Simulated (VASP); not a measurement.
Wanted: the native input for a VASP 6.6.1 run.

| Quantity | Value |
| --- | --- |
| Task | single point |
| Functional | PBE |
| Potentials or basis | VASP PAW PBE potentials, release 64 (Sn_d, Te) |
| Cutoff | 450 eV |
| k mesh | 6 × 6 × 6 |
| Occupations | gaussian, width 0.02 eV |
| Spin | no spin polarisation |
| Further INCAR settings | ALGO = Normal; EDIFF = 1e-07; NBANDS = 17 |

The structure of SnTe lies in POSCAR:

```
SnTe
1.0
    0.0000000000      3.1508500000      3.1508500000
    3.1508500000      0.0000000000      3.1508500000
    3.1508500000      3.1508500000      0.0000000000
Sn Te
1 1
Direct
    0.0000000000      0.0000000000      0.0000000000
    0.5000000000      0.5000000000      0.5000000000
```

The input as run:

INCAR

```
SYSTEM = SnTe
  ALGO = Normal
  EDIFF = 1E-7
  ENCUT = 450
  GGA = PE
  ISIF = 2
  ISMEAR = 0
  LASPH = .True.
  LCHARG = .False.
  LREAL = .False.
  LWAVE = .False.
  NBANDS = 17
  NELM = 100
  PREC = Accurate
  SIGMA = 0.02
```

KPOINTS

```
k-points
0
Gamma
  6 6 6
  0 0 0
```

Potentials or basis: VASP PAW PBE potentials, release 64 (Sn_d, Te).

Launch:

```sh
$ cat potpaw_PBE.64/Sn_d/POTCAR potpaw_PBE.64/Te/POTCAR > POTCAR
$ mpirun -np 1 vasp_std > vasp.out
```

It gave:

```yaml
Pressure: 2.2 GPa
Band_gap_on_the_k_mesh: 0.10 eV, direct
```

Caveat: spin-orbit coupling is left out, which moves the levels of the heavy elements.

It took 18 s on 1 thread of Intel(R) Xeon(R) Platinum 8488C (Sapphire Rapids), on a shared host, peak memory 0.17 GiB.
